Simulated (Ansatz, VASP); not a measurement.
## Te2Pt (Moncheite), level by level in two programs

```
Pt Te
1.0
     4.01000    0.00000    0.00000
    -2.00500    3.47276    0.00000
     0.00000    0.00000    5.20100
Pt Te
1 2
Direct
  0.00000 0.00000 0.00000
  0.66667 0.33333 0.75000
  0.33333 0.66667 0.25000
```

Single points on this cell with VASP 6.6.1 and Ansatz 0.2.0. Each row is one pair of runs. Alike in all rows: spin: off; k mesh: 8 × 8 × 5; Ansatz's potentials, cutoff: Ansatz PAW, 420 eV.

```tsv
level	smearing	VASP's potentials, cutoff	gap on the k mesh at the Fermi level (eV), VASP	gap on the k mesh at the Fermi level (eV), Ansatz	pressure (GPa), VASP	pressure (GPa), Ansatz	largest component of the traceless stress (GPa), VASP	largest component of the traceless stress (GPa), Ansatz
PBE	fermi-dirac, width 0.05 eV	VASP PAW PBE potentials, release 64 (Pt, Te), 520 eV	none	none	8.4	8.7	1.13	1.17
PBE	gaussian, width 0.05 eV	VASP PAW PBE potentials, release 64 (Pt_GW, Te_GW), 550 eV	none	?	8.2	?	1.02	?
PBE	gaussian, width 0.02 eV	VASP PAW PBE potentials, release 64 (Pt, Te), 520 eV	none	none	8.6	8.7	1.00	1.05
PBEsol	fermi-dirac, width 0.05 eV	VASP PAW PBE potentials, release 64 (Pt, Te), 520 eV	none	none	4.0	4.1	0.75	0.77
```

Fill in what Ansatz gave in row 2.

gap on the k mesh at the Fermi level (eV): none; pressure (GPa): 8.7; largest component of the traceless stress (GPa): 1.09.

A gap of «none» marks a metal or a gap that the smearing closes.

Caveats: the PAW data sets were made with another functional, which shifts forces and pressure a little (VASP); the PAW data sets come from PBE, with cores solved anew for the run's functional, which leaves a small shift of forces and pressure (Ansatz).
